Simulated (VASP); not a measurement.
# BP (F-43m) in VASP: a series of runs

The runs below take BP through dielectric tensor, with LDA.

Everything below comes from runs of VASP 6.6.1. Logs are shortened: lines on timing, memory, paths and dates and some standing lists are left out, and cuts for length are marked.

## 1. The structure

Symmetry: F-43m, No. 216, cubic system. Conventional cell: a = 4.538 Å, b = 4.538 Å, c = 4.538 Å, α = 90.00°, β = 90.00°, γ = 90.00°. P (site symmetry -43m) has 4 B at 1.97 Å as nearest neighbours. B (site symmetry -43m) has 4 P at 1.97 Å as nearest neighbours.

## 2. Dielectric tensor, LDA

File INCAR:

```
  PREC = Accurate
  ENCUT = 350
  EDIFF = 1E-5
  ISMEAR = 0
  SIGMA = 0.01
  LREAL = False
  LASPH = True
  NELM = 100
  ALGO = Normal
  ISIF = 2
  LWAVE = False
  LCHARG = False
  LEPSILON = True
```

File KPOINTS:

```
Automatic mesh
0
Gamma
  8 8 8
```

File POSCAR:

```
BP
1.0
    0.0000000000      2.2690000000      2.2690000000
    2.2690000000      0.0000000000      2.2690000000
    2.2690000000      2.2690000000      0.0000000000
P B
1 1
Direct
    0.7500000000      0.7500000000      0.7500000000
    0.0000000000      0.0000000000      0.0000000000
```

Potentials or basis: VASP PAW LDA potentials, release 64 (P, B).

Command:

```sh
cat potpaw_LDA.64/P/POTCAR potpaw_LDA.64/B/POTCAR > POTCAR
mpirun -np 1 vasp_std > vasp.out
```

OUTCAR:

```text
PREC = Accurate
   ENCUT = 350
   EDIFF = 1E-5
   ISMEAR = 0
   LREAL = False
   LASPH = True
   NELM = 100
   ISIF = 2
   LEPSILON = True

 Found     29 irreducible k-points:

 Following reciprocal coordinates:
            Coordinates               Weight
  0.000000  0.000000  0.000000      1.000000
  0.125000  0.000000  0.000000      8.000000
  0.250000  0.000000  0.000000      8.000000
  0.375000  0.000000  0.000000      8.000000
  0.500000  0.000000  0.000000      4.000000
  0.125000  0.125000  0.000000      6.000000
   k-points           NKPTS =     29   k-points in BZ     NKDIM =     29   number of bands    NBANDS=      8
   number of dos      NEDOS =    301   number of ions     NIONS =      2
   total plane-waves  NPLWV =   8000
   dimension x,y,z NGX =    20 NGY =   20 NGZ =   20
   dimension x,y,z NGXF=    40 NGYF=   40 NGZF=   40
   ions per type =               1   1
   NGX,Y,Z   is equivalent  to a cutoff of  10.36, 10.36, 10.36 a.u.
   NGXF,Y,Z  is equivalent  to a cutoff of  20.72, 20.72, 20.72 a.u.
 SYSTEM =  unknown system
   PREC   = accura    normal or accurate (medium, high low for compatibility)
   ISTART =      0    job   : 0-new  1-cont  2-samecut
   ICHARG =      2    charge: 1-file 2-atom 10-const
   ISPIN  =      1    spin polarized calculation?
   LNONCOLLINEAR =      F non collinear calculations
   LSORBIT =      F    spin-orbit coupling
   LASPH  =      T    aspherical Exc in radial PAW
   ENCUT  =  350.0 eV  25.72 Ry    5.07 a.u.   4.89  4.89  4.89*2*pi/ulx,y,z
   NELM   =    100;   NELMIN=  2; NELMDL= -5     # of ELM steps
   EDIFF  = 0.1E-04   stopping-criterion for ELM
   LREAL  =      F    real-space projection
   EDIFFG = 0.1E-03   stopping-criterion for IOM
   NSW    =      0    number of steps for IOM
   IBRION =     -1    ionic relax: 0-MD 1-quasi-New 2-CG
   NFREE  =      0    steps in history (QN), initial steepest desc. (CG)
   ISIF   =      2    stress and relaxation
   ISYM   =      2    0-nonsym 1-usesym 2-fastsym
   POTIM  = 0.5000    time-step for ionic-motion
   TEBEG  =    0.0;   TEEND  =   0.0 temperature during run
   PSTRESS=    0.0 pullay stress
   NELECT =       8.0000    total number of electrons
   NUPDOWN=      -1.0000    fix difference up-down
   EMIN   =  10.00;   EMAX   =-10.00  energy-range for DOS
   EFERMI =   0.00;   METHOD = LEGACY
   ISMEAR =     0;   SIGMA  =   0.01  broadening in eV -4-tet -1-fermi 0-gaus
   EFERMI_NEDOS =   21; number of points for ismear=-14 and -15
   IALGO  =     38    algorithm
   IMIX   =      4    mixing-type and parameters
     AMIX     =   0.40;   BMIX     =  1.00
     AMIX_MAG =   1.60;   BMIX_MAG =  1.00
  volume/ion in A,a.u.               =      11.68        78.83
  Fermi-wavevector in a.u.,A,eV,Ry     =   1.145320  2.164342 17.847562  1.311759
  Thomas-Fermi vector in A             =   2.282009
   LORBIT       =      0    0 simple, 1 ext, 2 COOP (PROOUT), +10 PAW based schemes
   GGA     = CA    functional components
   LHFCALC =     F    Hartree Fock is set to
   AEXX    =    0.0000 exact exchange contribution
   IVDW    =     0    specifies the selected vdW correction
   LEPSILON=     T    determine dielectric tensor
   LRPA    =     F    only Hartree local field effects (RPA)
 non-spin polarized calculation
 Gauss-broadening in eV      SIGMA  =   0.01
  energy-cutoff  :      350.00
  volume of cell :       23.36
 maximum number of plane-waves:       360
   NGX =  9   NGY =  9   NGZ =  9

--------------------------------------- Ionic step        1  -------------------------------------------

 number of electron       8.0000003 magnetization

 E-fermi :   7.5336     XC(G=0): -11.0879

 val. band max:        7.4080588600   @ k =   0.0000   0.0000   0.0000
 cond. band min:       8.6254779865   @ k =   0.3750   0.3750   0.0000
 fundamental gap:      1.2174191265
 Fermi energy:         7.5336008256

 k-point     1 :       0.0000    0.0000    0.0000
  band No.  band energies     occupation
      1      -7.9836      2.00000
      2       7.4081      2.00000
      3       7.4081      2.00000
      4       7.4081      2.00000
      5      10.7861      0.00000
      6      10.7861      0.00000
      7      10.7861      0.00000
      8      14.7757      0.00000

 k-point     2 :       0.1250    0.0000    0.0000
  band No.  band energies     occupation
      1      -7.7029      2.00000
      2       5.5663      2.00000
      3       6.9814      2.00000
      4       6.9814      2.00000
      5      11.3103      0.00000
      6      11.3749      0.00000
      7      11.3749      0.00000
      8      15.5382      0.00000

 k-point     3 :       0.2500    0.0000    0.0000
  band No.  band energies     occupation
      1      -6.8790      2.00000
      2       2.5856      2.00000
      3       6.2953      2.00000
      4       6.2953      2.00000
      5      11.3893      0.00000
      6      12.1395      0.00000
      7      12.1395      0.00000
      8      16.8965      0.00000

 k-point     4 :       0.3750    0.0000    0.0000
  band No.  band energies     occupation
      1      -5.6159      2.00000
      2      -0.1355      2.00000
      3       5.8210      2.00000
      4       5.8210      2.00000
      5      11.2510      0.00000
      6      12.1939      0.00000
      7      12.1939      0.00000
      8      17.3770      0.00000

 k-point     5 :       0.5000    0.0000    0.0000
  band No.  band energies     occupation
      1      -4.6520      2.00000
      2      -1.6030      2.00000
      3       5.6590      2.00000
      4       5.6590      2.00000
      5      11.1879      0.00000
      6      12.0876      0.00000
      7      12.0876      0.00000
      8      17.3277      0.00000

 k-point     6 :       0.1250    0.1250    0.0000
  band No.  band energies     occupation
      1      -7.6091      2.00000
      2       6.2339      2.00000
      3       6.2339      2.00000
      4       6.2524      2.00000
      5      10.1458      0.00000
      6      12.3663      0.00000
      7      12.3663      0.00000
      8      14.9777      0.00000

 [... further k-points ...]

  FORCE on cell =-STRESS in cart. coord.  units (eV):
  Direction    XX          YY          ZZ          XY          YZ          ZX
  --------------------------------------------------------------------------------------
  -------------------------------------------------------------------------------------
  Total       -0.8019809     -0.8019809     -0.8019809     -0.0000000      0.0000000     -0.0000000
  in kB      -54.9972721    -54.9972721    -54.9972721     -0.0000000      0.0000000     -0.0000000
  external PRESSURE =     -54.9972721 kB  Pullay stress =       0.0000000 kB

 VOLUME and BASIS-vectors are now :
 -----------------------------------------------------------------------------
  energy-cutoff  :      350.00
  volume of cell :       23.36
      direct lattice vectors                 reciprocal lattice vectors
     0.000000000  2.269000000  2.269000000    -0.220361393  0.220361393  0.220361393
     2.269000000  0.000000000  2.269000000     0.220361393 -0.220361393  0.220361393
     2.269000000  2.269000000  0.000000000     0.220361393  0.220361393 -0.220361393

 POSITION                                       TOTAL-FORCE (eV/Angst)
 -----------------------------------------------------------------------------------
      3.40350      3.40350      3.40350         0.000000      0.000000      0.000000
      0.00000      0.00000      0.00000        -0.000000     -0.000000     -0.000000
 -----------------------------------------------------------------------------------
    total drift:                               -0.000000     -0.000000     -0.000000

  FREE ENERGIE OF THE ION-ELECTRON SYSTEM (eV)
  ---------------------------------------------------
  free  energy   TOTEN  =       -14.3820957007 eV

  energy  without entropy=      -14.3820957007  energy(sigma->0) =      -14.38209570

 HEAD OF MICROSCOPIC STATIC DIELECTRIC TENSOR (INDEPENDENT PARTICLE, excluding Hartree and local field effects)
 ------------------------------------------------------
           9.990472    -0.000000     0.000000
           0.000000     9.990472    -0.000000
           0.000000     0.000000     9.990472
 ------------------------------------------------------

 Free energy of the ion-electron system (eV)
  ---------------------------------------------------
  ---------------------------------------------------
  free energy    TOTEN  =        -0.58182442 eV

  energy without entropy =       -0.58182442

------------------------ aborting loop because EDIFF is reached ----------------------------------------

--------------------------------------- Ionic step        2  -------------------------------------------

------------------------ aborting loop because EDIFF is reached ----------------------------------------

--------------------------------------- Ionic step        3  -------------------------------------------

 Free energy of the ion-electron system (eV)
  ---------------------------------------------------
  ---------------------------------------------------
  free energy    TOTEN  =        -0.58182458 eV

  energy without entropy =       -0.58182458

------------------------ aborting loop because EDIFF is reached ----------------------------------------

 PIEZOELECTRIC TENSOR FIELD DIRECTION 3  (e Angst)
 -----------------------------------------------------------------------------
    -0.00032 -0.16708  0.00000           ( -0.00000 -0.07905  0.00000)
    -0.16708 -0.00032  0.00000           ( -0.07905 -0.00000  0.00000)
     0.00000  0.00000 -0.00024           (  0.00000  0.00000 -0.00000)

 PIEZOELECTRIC TENSOR FIELD DIRECTION 3  (C/m^2)
 -----------------------------------------------------------------------------
    -0.00022 -0.11458  0.00000
    -0.11458 -0.00022  0.00000
     0.00000  0.00000 -0.00016

 MACROSCOPIC STATIC DIELECTRIC TENSOR (including local field effects in DFT)
 ------------------------------------------------------
           9.530736     0.000000    -0.000000
           0.000000     9.530736    -0.000000
           0.000000     0.000000     9.530736
 ------------------------------------------------------

 PIEZOELECTRIC TENSOR (including local field effects)  for field in x, y, z        (e  Angst)
          XX          YY          ZZ          XY          YZ          ZX
  --------------------------------------------------------------------------------
  x     0.00000    -0.00000     0.00000     0.00000    -0.16127     0.00000
  y    -0.00000     0.00000     0.00000     0.00000     0.00000    -0.16127
  z     0.00000     0.00000     0.00000    -0.16127     0.00000     0.00000

 PIEZOELECTRIC TENSOR (including local field effects)  for field in x, y, z        (C/m^2)
          XX          YY          ZZ          XY          YZ          ZX
  --------------------------------------------------------------------------------
  x     0.00000    -0.00000     0.00000     0.00000    -0.11059     0.00000
  y    -0.00000     0.00000     0.00000     0.00000     0.00000    -0.11059
  z     0.00000     0.00000     0.00000    -0.11059     0.00000     0.00000

 BORN EFFECTIVE CHARGES (including local field effects) (in |e|, cummulative output)
 ---------------------------------------------------------------------------------
 ion    1
    1     0.51404     0.00000    -0.00000
    2     0.00000     0.51404     0.00000
    3    -0.00000     0.00000     0.51404
 ion    2
    1    -0.51404     0.00000     0.00000
    2    -0.00000    -0.51404    -0.00000
    3     0.00000    -0.00000    -0.51404
```

Wall time 14 s (1 thread of Intel Xeon 6975P-C (Granite Rapids), shared host); peak memory 0.13 GiB.

The run converged, but some of its settings lie outside the range that counts as converged, so its numbers aren't taken as properties of the crystal.

What came out:

```yaml
Band_gap_on_the_k_mesh: 1.22 eV, indirect (least direct gap 3.38 eV)
Electronic_dielectric_tensor_diagonal: 9.53
Born_charges_mean_of_the_diagonal: P +0.51; B -0.51 e
```

Caveat: the cutoff is under 1.25 times the usual one of these potentials, so pressure, stress and relaxed cells hold a basis-set (Pulay) error.

[end of part 1 of 2]
